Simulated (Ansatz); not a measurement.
TaC: energy less free atoms and pressure against volume scale

Results calculated with Ansatz 0.2.0, not measured. Periodic Kohn-Sham DFT of a crystal at fixed atoms, scaled to volume_scale times the given cell; pressure positive in compression, energy less spherical unpolarised free atoms, largest_vzz the field gradient of largest size among the nuclei.

The cell before it is scaled or strained (space group Fm-3m, No. 225):
```
cell vectors (Å)
   0.0000     2.2379     2.2379
   2.2379     0.0000     2.2379
   2.2379     2.2379     0.0000
atoms (fractions of the cell vectors)
Ta  0.00000  0.00000  0.00000
C   0.50000  0.50000  0.50000
```

Settings of every row: method all-electron LAPW; functional PBE; relativity scalar; k mesh 14x14x14; filling fermi-dirac; smearing width 0.03 eV; basis error target 0.25 meV/atom; nucleus gaussian.

Atom start moment: 0 on all atoms.

Limits: no spin-orbit coupling on heavy atoms.

```
row  volume scale  V (Å³/atom)  energy less free atoms (eV/atom)  pressure (GPa)
  1          0.95       10.647                          -10.0443          18.286
  2         0.975       10.928                          -10.0676           8.542
  3             1       11.207                          -10.0749          -0.022
  4         1.025       11.488                                 ?               ?
  5          1.05       11.768                           -10.049          -14.16
```

Question: what energy less free atoms and pressure should row 4 give?

Worked fit of energy less free atoms. Take u = (V_r/V)^(2/3) − 1 with V_r = 11.068 Å³ an atom, which is twice the finite (Eulerian) strain; such expansions in the strain, on which the Birch-Murnaghan equation of state is built, carry the rest volume and the bulk modulus. The shown rows have u = 0.02619, 0.00852, -0.00829, -0.04006. Least squares give energy less free atoms = −10.07312 + 0.4274 × u + 25.696 × u² eV/atom; a straight line predicts inner rows, each left out in turn, worse (root mean square 0.018 against 1.8e-05 eV/atom). All shown rows lie on it to the printed digit. Its lowest point lies at u = -0.0083, or V = 11.21 Å³ an atom, and the curvature there gives the bulk modulus at fixed shape and fractions, B = (4/9)(1 + u)² E″(u)/V = 321 GPa. The withheld row has u = -0.02452, so the fit gives −10.07312 + 0.4274 × (-0.02452) + 25.696 × (-0.02452)² = -10.0682 eV/atom.

The calculation gave -10.0681 eV/atom. The fit lies 0.0001 eV/atom (0.33 % of the column's range) below it, one unit of the last digit.

Worked fit of pressure. Take u = (V_r/V)^(2/3) − 1 with V_r = 11.068 Å³ an atom, which is twice the finite (Eulerian) strain; such expansions in the strain, on which the Birch-Murnaghan equation of state is built, carry the rest volume and the bulk modulus. The shown rows have u = 0.02619, 0.00852, -0.00829, -0.04006. Least squares give pressure = 4.1091 + 507.733 × u + 1289.13 × u² GPa; a straight line predicts inner rows, each left out in turn, worse (root mean square 0.89 against 0.027 GPa). The rows lie off it by -0.005, 0.013, -0.011, 0.002 (root mean square 0.0089 GPa). The pressure vanishes at u = -0.0083, or V = 11.21 Å³ an atom, and there the bulk modulus at fixed shape and fractions is B = −V dP/dV = (2/3)(1 + u) dP/du = 322 GPa. The withheld row has u = -0.02452, so the fit gives 4.1091 + 507.733 × (-0.02452) + 1289.13 × (-0.02452)² = -7.565 GPa.

The calculation gave -7.548 GPa. The fit lies 0.017 GPa (0.052 % of the column's range) below it; its largest miss of a shown row is 0.013 GPa.
